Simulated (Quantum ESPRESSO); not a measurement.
NaF (Villiaumite) in Quantum ESPRESSO: the effect of functional

NaF (Villiaumite):

```
CELL_PARAMETERS angstrom
0.00000 2.32000 2.32000
2.32000 0.00000 2.32000
2.32000 2.32000 0.00000
ATOMIC_POSITIONS crystal
Na 0.00000 0.00000 0.00000
F 0.50000 0.50000 0.50000
```

Alike in all runs:

| Item | Value |
| --- | --- |
| Program | Quantum ESPRESSO 7.5 |
| Task | dielectric tensor |
| Cutoff | 612 eV |
| Density cutoff | 4898 eV |
| k mesh | 8 × 8 × 8, shifted |
| Occupations | fermi-dirac, width 0.05 eV |
| Spin | no spin polarisation |

```tsv
functional	potentials or basis	pressure (GPa)	dielectric constant (mean)
LDA	GBRV 1.5 LDA	-3.9	1.91
PBE	GBRV 1.5 PBE	2.4	1.87
PBEsol	GBRV 1.5 PBEsol	0.2	1.89
WC	GBRV 1.5 PBE	0.7	1.89
BLYP	GBRV 1.5 PBE	2.9	1.86
AM05	GBRV 1.5 PBE	?	?
```

What does the run with functional AM05 give?

Pressure 1.7 GPa; dielectric constant 1.88 mean.

Caveats: the potentials were made for another functional, which shifts forces and pressure (some runs); the cell is more than 3 GPa from zero pressure, which shifts response properties (some runs).
